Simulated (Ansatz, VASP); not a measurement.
**GaN in two plane-wave programs**

Aim: how closely do two programs agree when they are given the same cell, functional and k mesh? The cell is taken from a series of runs on this material, whose earlier steps may have relaxed, scaled, displaced or heated it; both programs get it as it stands. Valence electrons are named where the data sets of a main pair hold unlike numbers.

Main program and level: Ansatz 0.2.0; plane waves, with VASP 6.6.1 beside it; single point at PBE.

### 1. Starting point

Symmetry: Cm, No. 8, monoclinic system. Conventional cell: a = 5.520 Å, b = 3.187 Å, c = 3.187 Å, α = 90.00°, β = 125.26°, γ = 90.00°. Nearest to Ga lie 4 N at 1.92 to 1.98 Å. Nearest to N lie 4 Ga at 1.92 to 1.98 Å. Farther neighbours and most contacts between anions are not listed. That group holds within 0.01 Å; judged at 0.001 Å it is P1 (No. 1).

As a file:

```xyz
2
Lattice="0.0000 2.2535 2.2535 2.2535 0.0000 2.2535 2.2535 2.2535 0.0000" Properties=species:S:1:pos:R:3 pbc="T T T"
Ga    4.4912    2.2560    2.2642
N     3.3911    3.3783    3.3593
```

### 2. VASP: single point, PBE

A single point gives forces, pressure and levels at one fixed geometry, so differences don't come from the geometry; what else differs is listed under the comparison.

Lines of VASP's logs that name or quote its potential files are left out, and so is its time.

File INCAR:

```
SYSTEM = GaN
PREC = Accurate
ENCUT = 680
EDIFF = 1E-06
NELM = 100
ISMEAR = -1
SIGMA = 0.05
LREAL = .FALSE.
ALGO = Normal
GGA = PE
NBANDS = 15
LORBIT = 11
LWAVE = .FALSE.
LCHARG = .FALSE.
KPAR = 2
ISIF = 2
```

File POSCAR:

```
GaN
1.0
    0.0000000000      2.2535006075      2.2535006075
    2.2535006075      0.0000000000      2.2535006075
    2.2535006075      2.2535006075      0.0000000000
Ga N
1 1
Direct
    0.0064260000      0.9983140000      0.9946900000
    0.7425010000      0.7481970000      0.7566230000
```

File KPOINTS:

```
Automatic mesh
0
Gamma
10 10 10
0 0 0
```

The projector-augmented-wave data sets are Ga_d_GW and N_GW (PBE family, release 64).

Run with:

```console
> mpirun -np 2 vasp_std
```

Numbers of over 12 decimals in the logs are rounded to 6 here.

Output:

```text
[banner, memory and clock lines left out]
running    2 mpi-ranks, on    1 nodes
 distrk:  each k-point on    1 cores,    2 groups
 distr:  one band on    1 cores,    1 groups

 POSCAR found type information on POSCAR GaN
 POSCAR found :  2 types and       2 ions
 LDA part: xc-table for (Slater+PW92), standard interpolation
 POSCAR, INCAR and KPOINTS ok, starting setup
 FFT: planning ... GRIDC
 FFT: planning ... GRID_SOFT
 FFT: planning ... GRID
 WAVECAR not read
 entering main loop
       N       E                     dE             d eps       ncg     rms          rms(c)
DAV:   1     0.158736804246E+03    0.15874E+03   -0.12456E+04 16068   0.255E+03
DAV:   2     0.141895186546E+01   -0.15732E+03   -0.14744E+03 16408   0.484E+02
DAV:   3    -0.137150938714E+02   -0.15134E+02   -0.14972E+02 19506   0.158E+02
DAV:   4    -0.141278402496E+02   -0.41275E+00   -0.41263E+00 17510   0.308E+01
DAV:   5    -0.141437156411E+02   -0.15875E-01   -0.15875E-01 21715   0.641E+00    0.106E+01
DAV:   6    -0.121384055396E+02    0.20053E+01   -0.53023E+00 24402   0.564E+01    0.442E+00
DAV:   7    -0.121421070559E+02   -0.37015E-02   -0.34366E-01 19684   0.112E+01    0.313E+00
DAV:   8    -0.121399640797E+02    0.21430E-02   -0.68915E-02 17067   0.489E+00    0.767E-01
DAV:   9    -0.121357220530E+02    0.42420E-02   -0.12691E-02 22319   0.357E+00    0.875E-02
DAV:  10    -0.121360052853E+02   -0.28323E-03   -0.10557E-03 17200   0.503E-01    0.234E-02
DAV:  11    -0.121360176141E+02   -0.12329E-04   -0.39348E-05 22533   0.725E-02    0.133E-02
DAV:  12    -0.121360166611E+02    0.95304E-06   -0.56275E-06 18921   0.448E-02
   1 F= -.12136017E+02 E0= -.12136017E+02  d E =-.387013E-09
```

From OUTCAR (step 2):

```text
ion  position               nearest neighbor table
   1  0.006  0.998  0.995-   2 1.92   2 1.95   2 1.96   2 1.98
   2  0.743  0.748  0.757-   1 1.92   1 1.95   1 1.96   1 1.98

  LATTYP: Found a face centered cubic cell.
 ALAT       =     4.5070012150

 Subroutine GETGRP returns: Found  1 space group operations
 (whereof  1 operations were pure point group operations)

The static configuration has the point symmetry C_1 .

 Found    504 irreducible k-points:

   k-points           NKPTS =    504   k-points in BZ     NKDIM =    504   number of bands    NBANDS=     15

   dimension x,y,z NGX =    28 NGY =   28 NGZ =   28
   dimension x,y,z NGXF=    56 NGYF=   56 NGZF=   56

   ENCUT  =  680.0 eV  49.98 Ry    7.07 a.u.   6.78  6.78  6.78*2*pi/ulx,y,z

   NELECT =      18.0000    total number of electrons

 k-points in reciprocal lattice and weights: Automatic mesh
   0.00000000  0.00000000  0.00000000       0.001
   0.10000000  0.00000000  0.00000000       0.002
   0.00000000  0.10000000  0.00000000       0.002
   0.00000000  0.00000000  0.10000000       0.002
   0.10000000  0.10000000  0.10000000       0.002
   0.20000000  0.00000000  0.00000000       0.002
   0.00000000  0.20000000  0.00000000       0.002
   0.00000000  0.00000000  0.20000000       0.002
   0.20000000  0.20000000  0.20000000       0.002
[...]
-0.30000000  0.20000000  0.50000000       0.002
   0.20000000  0.50000000 -0.30000000       0.002

 average (electrostatic) potential at core
       1 -63.7365       2 -61.4091

 E-fermi :   6.0184

 k-point     1 :       0.0000    0.0000    0.0000
  band No.  band energies     occupation
    ...
      5      -8.0706      2.00000
      6      -8.0700      2.00000
      7       5.0033      2.00000
      8       5.1050      2.00000
      9       5.1672      2.00000
     10       6.8196      0.00000
     11      15.3324      0.00000
     12      15.3771      0.00000
     13      15.4691      0.00000
     14      22.7111      0.00000
    ...

 k-point     2 :       0.1000    0.0000    0.0000
  band No.  band energies     occupation
    ...
      5      -8.0718      2.00000
      6      -8.0713      2.00000
      7       3.9198      2.00000
      8       4.9904      2.00000
      9       5.0557      2.00000
     10       7.6640      0.00000
     11      14.9656      0.00000
     12      15.5040      0.00000
     13      15.5638      0.00000
     14      22.4944      0.00000
    ...

 k-point     3 :       0.0000    0.1000    0.0000
  band No.  band energies     occupation
    ...
      5      -8.0718      2.00000
      6      -8.0713      2.00000
      7       3.9902      2.00000
      8       4.9153      2.00000
      9       5.0577      2.00000
     10       7.6779      0.00000
     11      14.8794      0.00000
     12      15.4851      0.00000
     13      15.6446      0.00000
     14      22.5250      0.00000
    ...

  Total        0.7315862      0.7453193      0.7258896     -0.2786221      0.2362705     -0.0706439
  in kB       51.2121566     52.1734918     50.8133840    -19.5039756     16.5392971     -4.9451800
  external PRESSURE =      51.3996775 kB  Pullay stress =       0.0000000 kB

  energy-cutoff  :      680.00
  volume of cell :       22.89
      direct lattice vectors                 reciprocal lattice vectors
     0.000000000  2.253500607  2.253500607    -0.221877020  0.221877020  0.221877020
     2.253500607  0.000000000  2.253500607     0.221877020 -0.221877020  0.221877020
     2.253500607  2.253500607  0.000000000     0.221877020  0.221877020 -0.221877020

 POSITION                                       TOTAL-FORCE (eV/Angst)
 -----------------------------------------------------------------------------------
      4.49124      2.25602      2.26418         0.338830     -0.101584     -0.399154
      3.39111      3.37828      3.35929        -0.338830      0.101584      0.399154
 -----------------------------------------------------------------------------------
    total drift:                                0.000253      0.000025     -0.000257

  FREE ENERGIE OF THE ION-ELECTRON SYSTEM (eV)
  ---------------------------------------------------
  free  energy   TOTEN  =       -12.1360166611 eV

  energy  without entropy=      -12.1360166607  energy(sigma->0) =      -12.13601666

 total charge
# of ion       s       p       d       tot
------------------------------------------
    1        0.783   0.900  10.180  11.862
    2        1.197   2.444   0.000   3.642
--------------------------------------------------
tot          1.980   3.344  10.180  15.504

[... 3 further parts left out ...]
```

The gap is read on the k-mesh alone, so it is an upper bound where the band edges lie off the mesh.

### 3. Ansatz: single point, PBE

Ansatz runs on its default PAW (the set named soft_2) files.

The same cell, functional, mesh and smearing now go to Ansatz, which takes its cutoff from its data sets.

File input.yaml:

```yaml
crystal:
  lattice:
    - [0.0, 2.2535006075, 2.2535006075]
    - [2.2535006075, 0.0, 2.2535006075]
    - [2.2535006075, 2.2535006075, 0.0]
  atoms:
    - { symbol: Ga, position: [0.006426, -0.001686, -0.00531] }
    - { symbol: "N", position: [0.742501, 0.748197, 0.756623] }
hamiltonian:
  xc: pbe
  pseudopotentials: { kind: paw }
kpoints:
  mp_grid: { grid: [10, 10, 10] }
scf:
  occupations: { method: fermi_dirac, width: 0.05 }
  n_extra_bands: 4
output:
  forces: true
  stress: true
  eigenvalues: true
```

Run with:

```console
> ansatz run input.yaml --threads 2 --pin off --max-ram 4608MiB --backend cpu --events-out ev --progress --plain --runs-dir out
```

Output:

```text
scf.n_extra_bands = 4 over 9 filled bands (N_el = 18.0): the run solves 13 bands
Engine: ansatz 0.2.0, x86_64-unknown-linux-gnu
Pseudopotentials: kind: paw
Pseudopotential: Ga, paw, valence charge 13, recommended cutoff 420 eV (normal), Ga.paw.azcp
Pseudopotential: N, paw, valence charge 5, recommended cutoff 420 eV (normal), N.paw.azcp
Functional definition: PBE
  parameter kappa = 0.804
  parameter beta = 0.066725
  exchange = pbe_x(kappa = kappa, mu = beta*pi^2/3)
  correlation = pbe_c(beta = beta)
Crystal: 2 atoms, lattice volume = 22.888 Å³
Basis set: ecut = 420 eV, 459 PW (Γ), exchange–correlation on 48×48×48 points (8 copies of the dense FFT grid, shifted against one another)
Bands: 13, of which v1, the nominal top of the filled ones, is band 9 counted from 1 (8 counted from 0)
Symmetry: 1 space group operations
Space group: P1 (ITA 1), of the structure as read, at distance tolerance 2.8e-5 Å
k-points: 504 of 1000 (time reversal used)
Non-local potential: Ga, projectors of the file, l = 0: 2, l = 1: 2, l = 2: 3, l = 3: 1
Non-local potential: N, projectors of the file, l = 0: 2, l = 1: 2, l = 2: 1
PAW form: soft (Blöchl's): semilocal exchange-correlation on the pseudo side does not see the compensation charge
PAW one-centre angular grid: Ga, 590 points (default); XC on 64 Gauss nodes
PAW one-centre angular grid: N, 110 points (default); XC on 64 Gauss nodes
Initial density: superposition of atomic densities (neutral atoms: chi_scale 0, normalization atom), corrected by the library's trained network
Initial wavefunctions: pseudopotential atomic-orbital guess
Functional: x = pbe(κ = 0.804, μ = 0.219515), c = pbe(β = 0.066725)
SCF iter   1: F=—  HF=-4167.886832 eV  |F-HF|=—  |Δ(HF+E_count)|=         —  Δρ=6.37e-4  dr2=3.10e-5  ethr=1.77e-3  ⟨swp⟩=5.0  Hψ=34121  notcnv=0
preconditioner: auto → none  [insulator: Δε(μ)=1.642 eV  Ē_g=18.753 eV  σ=0.050 eV  W_gap=1.00  n_scr=8 (ndim 8)  ℏωp=32.9 eV  f_vac=0.001  D(μ)=0.00/eV (n_scr^D=0)  ε∞_Penn≈4.1]
SCF iter   2: F=—  HF=-4167.887119 eV  |F-HF|=—  |Δ(HF+E_count)|=   2.86e-4  Δρ=3.46e-4  dr2=9.48e-6  ethr=1.72e-7  ⟨swp⟩=2.7  Hψ=15763  notcnv=0
SCF iter   3: F=—  HF=-4167.887162 eV  |F-HF|=—  |Δ(HF+E_count)|=   4.37e-5  Δρ=1.24e-4  dr2=1.23e-6  ethr=5.27e-8  ⟨swp⟩=2.0  Hψ=10737  notcnv=0
SCF iter   4: F=—  HF=-4167.887169 eV  |F-HF|=—  |Δ(HF+E_count)|=   6.86e-6  Δρ=2.36e-5  dr2=9.65e-8  ethr=6.83e-9  ⟨swp⟩=2.0  Hψ=11088  notcnv=0
iter 5 did not close the SCF: its close was put off for the readings that it lacked (scf_convergence_deferred on its scf_iter line)
SCF iter   5: F=-4167.887169 eV  HF=-4167.887169 eV  |F-HF|=5.95e-9  |Δ(HF+E_count)|=   2.21e-8  Δρ=1.05e-5  dr2=9.34e-9  ethr=5.36e-10  ⟨swp⟩=2.0  Hψ=11088  notcnv=0
SCF iter   6: F=-4167.887169 eV  HF=-4167.887169 eV  |F-HF|=8.19e-11  |Δ(HF+E_count)|=   8.50e-9  Δρ=1.68e-6  dr2=2.44e-10  ethr=5.19e-11  ⟨swp⟩=1.3  Hψ=20704  notcnv=0
SCF 1 converged in 6 iterations: F = -4167.887169 eV  dr2 = 2.44e-10
  greatest PAW one-centre occupation: 0.995 electrons in one spin orbital (limit 2), on the Ga atom at site 0 (counted from 0), in its partial waves of l = 2
SCF converged after 6 iterations
Free energy (F): -4167.887169 eV
Harris-Foulkes:  -4167.887169 eV  (|F-HF|=8.19e-11)
Internal energy: -4167.887169 eV  (E = F + TS)
E sigma→0 (E₀):  -4167.887169 eV
Fermi energy:    10.568353 eV
--- Per-component energies (eV) ---
  E_band       = -5.684250
  E_kinetic    = 247.150852
  E_local      = -1950.192608  (includes V_loc(G=0)·N_el)
  E_nonlocal   = 474.302236
  E_hartree    = 897.197174
  E_xc         = -128.828279
  E_vxc        = -134.173338  (∫ρ·V_xc dr)
  E_paw        = -2120.232598  (= ΣΔE_a)
  E_vpaw       = -437.165236  (= ΣTr[D̂ρ^β])
  E_aug_tail   = 0.000122  (compensation charges beyond the density's cutoff)
  E_ewald      = -1587.284067
  E_smearing   = -0.000000  (= −TS)
  E_closure    = -0.000000  (closes the sum)
  Σ components = -4167.887169   (vs F -4167.887169, Δ=0.00e0)
--- Forces (eV/Å), atoms counted from 1 ---
  atom   1  Ga     0.33992049    -0.10253182    -0.40055834
  atom   2  N     -0.33992003     0.10253184     0.40055779
  max |Σ_I F_I| component: 5.49e-7 eV/Å
--- Stress (GPa, compression-positive) ---
        5.186423      -1.960402      -0.501316
       -1.960402       5.282053       1.662538
       -0.501316       1.662538       5.146145
  P = ⅓ Tr σ = 5.2049 GPa (52.049 kbar)
--- Band table (eV; the first three rows and the last of 504) ---
  k-point 0: bands = [... 5 lower, -3.5234, 9.5600, 9.6609, 9.7225, 11.3672, 19.9077, 19.9517, 20.0426]
  k-point 1: bands = [... 5 lower, -3.5245, 8.6064, 9.4620, 9.5629, 12.2365, 19.4074, 20.0901, 20.2073]
  k-point 2: bands = [... 5 lower, -3.5233, 6.8030, 9.2012, 9.3185, 13.3096, 18.6284, 20.2861, 20.4735]
  k-point 503: bands = [... 5 lower, -2.2586, 2.6335, 8.5687, 8.7995, 14.2765, 18.3647, 19.7931, 20.2266]
```

In the SCF lines HF is the Harris–Foulkes energy and dr2 the Hartree energy of the density residual, in eV; the loop may stop once dr2 is under the threshold and the program's other checks hold. Hψ counts applications of the Hamiltonian.

The run ends at a pressure of 5.20 GPa, with forces up to 0.54 eV/Å.

### 4. Differences

Known differences besides the potentials themselves: the cutoff is 420 eV in Ansatz and 680 eV in VASP; VASP leaves aspherical gradient terms in its spheres out (LASPH is not set), Ansatz keeps them. Total energies have different zeros and are not compared.

Both answers:

```tsv
quantity	Ansatz	VASP	difference
pressure (GPa)	5.20	5.14	+0.06
pressure without Ansatz's Pulay correction (GPa)	4.69	5.14	-0.45
gap on the k mesh (eV)	1.645	1.652	-0.008
```

Forces (eV/Å; atoms numbered as in POSCAR):

```tsv
atom	Ansatz x, y, z	VASP x, y, z
Ga1	0.340, -0.103, -0.401	0.339, -0.102, -0.399
N2	-0.340, 0.103, 0.401	-0.339, 0.102, 0.399
```

The forces differ by 1.2 meV/Å r.m.s., which is 0.4 % of the r.m.s. force of 0.308 eV/Å (both taken over all components). A gap on the mesh is an upper bound, since the band edges may lie between its points. Ansatz's pressure holds a Pulay correction of 0.51 GPa; VASP's holds none.

### 5. Further runs

Further runs change the set-up of one program: Ansatz's method, potentials or start, or VASP's data sets, cutoff or form of LDA. The table gives Ansatz less VASP for each quantity, since a change that brings one quantity closer may part another.

```tsv
run	r.m.s. force difference (meV/Å)	pressure (GPa)	gap on the k mesh (eV)	pressure without Ansatz's Pulay correction (GPa)
as above	1.2	0.065	-0.0077	-0.45
VASP with the data sets Ga_h and N_h and a cutoff of 1210 eV	3.3	-0.34	-0.0034	-0.86
```

### 6. Results

| Property | Result |
| --- | --- |
| r.m.s. force difference (single point, PBE) | 0.38 % of the r.m.s. force |

In words: The r.m.s. force difference is 0.38 % of the r.m.s. force (single point, PBE), within the 3 % picked in this series as the mark of a large difference. Single point, PBE, VASP with the data sets Ga_h and N_h and a cutoff of 1210 eV: r.m.s. force difference goes from 1.2 to 3.3 meV/Å; the difference in pressure goes from 0.065 to -0.34 GPa; the difference in gap on the k mesh goes from -0.0077 to -0.0034 eV; the difference in pressure without Ansatz's Pulay correction goes from -0.45 to -0.86 GPa. Such differences can come from data sets, numerical settings and the points named under the comparisons, not from the functional's error against experiment.

[Lines on the potential files, build, host, timing and source positions are cut from VASP's logs without a mark.]

[Logs are printed without paths, hosts, clocks, repeated set-up lines and the standing remarks that a program may print on its own settings, such as how far it seeks lower states.]

[Hosts, paths, dates, database ids (printed as entryN), source tags and the programs' standing remarks are cut or masked in the printed files.]
